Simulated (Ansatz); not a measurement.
## Quasiparticle levels of SiO2 (Fm-3m)

Computed with G0W0@r²SCAN, full frequency by contour deformation, hand-made PAW set (Ansatz 0.2.0-dev).

The input was:

```yaml
crystal:
  lattice:
    - [0.0, 2.195375, 2.195375]
    - [2.195375, 0.0, 2.195375]
    - [2.195375, 2.195375, 0.0]
  atoms:
    - { symbol: Si, position: [0.0, 0.0, 0.0] }
    - { symbol: O, position: [0.25, 0.25, 0.25] }
    - { symbol: O, position: [0.75, 0.75, 0.75] }
basis:
  precision: f64
  xc_grid: 2
kpoints:
  mp_grid: { grid: [4, 4, 4], shift: [0, 0, 0] }
hamiltonian:
  xc: r2scan
  dispersion: none
  pseudopotentials: { kind: paw, source: ansatz }
magnetization:
  spin_polarized: false
scf:
  lower_state_search: "off"
  max_iter: 200
  occupations: { method: fixed }
  convergence: { dr2_threshold: "1e-10 eV" }
output: {}
gw:
  n_empty_bands: 136
  ecut_chi: 200
  ecutfock_ratio: 2
  qp_bands: [v1, c1]
  screening: { model: contour_deformation }
```

Levels count from the highest filled Kohn-Sham level listed; ε_QP = ε_KS + Z(Σ − Vxc). VB is the top filled band, CB the lowest empty one. Points in brackets are given in fractions of the reciprocal vectors. A dash marks a part that wasn't solved. The wave cutoff came out at 1050 eV.

```json
{"k": "Γ", "band": "VB", "ε_KS (eV)": "-2.59", "Σx − Vxc (eV)": "-5.01", "Σc (eV)": "–", "Z": "–", "ε_QP (eV)": "–"}
{"k": "Γ", "band": "CB", "ε_KS (eV)": "4.35", "Σx − Vxc (eV)": "5.15", "Σc (eV)": "–", "Z": "–", "ε_QP (eV)": "–"}
{"k": "(0, -0.5, -0.5)", "band": "VB", "ε_KS (eV)": "0.00", "Σx − Vxc (eV)": "-4.47", "Σc (eV)": "3.55", "Z": "0.82", "ε_QP (eV)": "-0.75"}
{"k": "(0, -0.5, -0.5)", "band": "CB", "ε_KS (eV)": "2.82", "Σx − Vxc (eV)": "4.88", "Σc (eV)": "-4.14", "Z": "0.87", "ε_QP (eV)": "3.46"}
```

The gap (direct at k = (0, -0.5, -0.5)) opens from 2.82 eV to 4.21 eV.

Electronic (ion-clamped) dielectric constant on this mesh, from the head of the inverse dielectric matrix: 3.5.

The cell is a model at fixed atoms and needn't be the relaxed known crystal. The PAW or pseudopotential files were made with PBE. The mesh is coarse, so these are values at the stated settings, not converged ones. Band sums or response are cut, so the gap isn't at its basis limit. The gap is read on the mesh, and the crystal's band edges can lie off it. With r²SCAN or HSE06 the Kohn-Sham levels are generalised ones.
